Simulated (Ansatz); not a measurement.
The system is HfO2.

```
Hf O
1.0
     0.00000    2.55750    2.55750
     2.55750    0.00000    2.55750
     2.55750    2.55750    0.00000
Hf O
1 2
Direct
  0.00000 0.00000 0.00000
  0.75000 0.75000 0.75000
  0.25000 0.25000 0.25000
```

Measurements of this composition are mostly on another form, of space group No. 14.

Base run:

* Program: Ansatz 0.2.0
* Functional: PBEsol
* Potentials or basis: Ansatz PAW
* Cutoff: 420 eV (not typed: the program's choice for these potentials)
* k mesh: 7 × 7 × 7
* Occupations: fermi-dirac, width 0.05 eV
* Spin: spin-orbit coupling, no magnetisation

Its results: band gap on the k mesh 3.78 eV, indirect (least direct gap 3.95 eV); pressure -10.4 GPa.

The run is repeated on the same cell with these changes: functional from PBEsol to PBE. What comes out?

Band gap on the k mesh 3.90 eV, indirect (least direct gap 4.07 eV); pressure -2.7 GPa.

PBE binds less tightly than PBEsol, so the same cell stands under more pressure.

Caveats: the k mesh misses the band edges, so the gap on the mesh is wider than the one along the path; the PAW data sets come from PBE, with cores solved anew for the run's functional, which leaves a small shift of forces and pressure (some runs).
